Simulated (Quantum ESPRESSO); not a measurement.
Pb, 2 atoms in the cell. It takes space group P6_3/mmc (No. 194, hexagonal). The conventional cell has a = 3.480 Å, b = 3.480 Å, c = 5.590 Å, α = 90.00°, β = 90.00°, γ = 120.00°. Pb (site symmetry -6m2) is surrounded by 12 Pb at 3.44 to 3.48 Å. This isn't the form of Pb at room conditions, which is fcc.

| Item | Value |
| --- | --- |
| Program | Quantum ESPRESSO 7.5 |
| Task | phonons and electron-phonon coupling |
| Functional | PBE |
| Potentials or basis | SPMS 1.0 PBE |
| Cutoff | 680 eV |
| Density cutoff | 2721 eV |
| k mesh | 6 × 6 × 4 |
| Occupations | methfessel-paxton, width 0.272 eV |
| Spin | no spin polarisation |
| Mixing beta | 0.5 |
| Most SCF iterations | 120 |
| SCF threshold | 4e-10 Ry |
| q mesh | 3 × 3 × 2 |

Potentials or basis: SPMS 1.0 PBE.

Launch:

```sh
$ OMP_NUM_THREADS=1 mpirun -n 4 pw.x -nk 2 -in pw.in > pw.out
$ OMP_NUM_THREADS=1 mpirun -n 4 pw.x -nk 2 -in relax.in > relax.out
$ OMP_NUM_THREADS=1 mpirun -n 4 pw.x -nk 2 -in scf2.in > scf2.out
$ OMP_NUM_THREADS=1 mpirun -n 4 pw.x -nk 4 -in dense.in > dense.out
$ OMP_NUM_THREADS=1 mpirun -n 4 pw.x -nk 2 -in scf3.in > scf3.out
$ OMP_NUM_THREADS=1 mpirun -n 4 ph.x -nk 2 -in ph.in > ph.out
$ OMP_NUM_THREADS=1 mpirun -n 1 q2r.x -in q2r.in > q2r.out
$ OMP_NUM_THREADS=1 mpirun -n 1 matdyn.x -in matdyn.in > matdyn.out
$ OMP_NUM_THREADS=1 mpirun -n 1 matdyn.x -in matdyn_dos.in > matdyn_dos.out
$ OMP_NUM_THREADS=1 mpirun -n 1 matdyn.x -in matdyn_a2f.in > matdyn_a2f.out
$ OMP_NUM_THREADS=1 mpirun -n 1 matdyn.x -in matdyn_mesh.in > matdyn_mesh.out
```

Hardware: 4 MPI ranks on Arm Neoverse V1 (shared host).

Estimate the wall time of this run.

Run time: 14 min on 4 MPI ranks on Arm Neoverse V1, on a shared host, peak memory 0.44 GiB a rank. Counts: scf iterations 114, k pools 2, bands 21, ion steps 15, k points 21, g dense 18869.
